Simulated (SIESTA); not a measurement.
Crystal: Ag.

```xyz
1
Lattice="0.0000 2.0427 2.0427 2.0427 0.0000 2.0427 2.0427 2.0427 0.0000" Properties=species:S:1:pos:R:3 pbc="T T T"
Ag    0.0000    0.0000    0.0000
```

Program: SIESTA 5.4.2. Alike in all runs: task band structure; no spin polarisation; cell as given; k mesh 11 × 11 × 11; smearing fermi-dirac 0.05 eV; grid cutoff 800 Ry.

Task: Order these runs on this cell by their pressure, lowest first.
A. level LDA; potentials or basis PseudoDojo 0.4 standard (LDA files), DZP (energy shift 0.002 Ry); energy shift 0.002 Ry
B. level AM05; potentials or basis PseudoDojo 0.4 standard (PBEsol files), DZP (energy shift 0.002 Ry); energy shift 0.002 Ry
C. level PBE; potentials or basis PseudoDojo 0.4 standard (PBE files), DZP (energy shift 0.002 Ry); energy shift 0.002 Ry
D. level PBE; potentials or basis PseudoDojo 0.4 standard (PBE files), DZP (energy shift 0.01 Ry); energy shift 0.01 Ry
E. level BLYP; potentials or basis PseudoDojo 0.4 standard (PBE files), DZP (energy shift 0.002 Ry); energy shift 0.002 Ry

Result: A (-6.8 GPa), B (-1.7 GPa), D (3.0 GPa), C (5.5 GPa), E (12.7 GPa).

Caveats: semicore shells carry a single zeta, which can move pressures by several GPa and volumes by a few percent; the basis of atomic orbitals isn't converged, which shifts pressures, moduli and gaps; the potentials were made for another functional, which shifts forces and pressure (some runs).
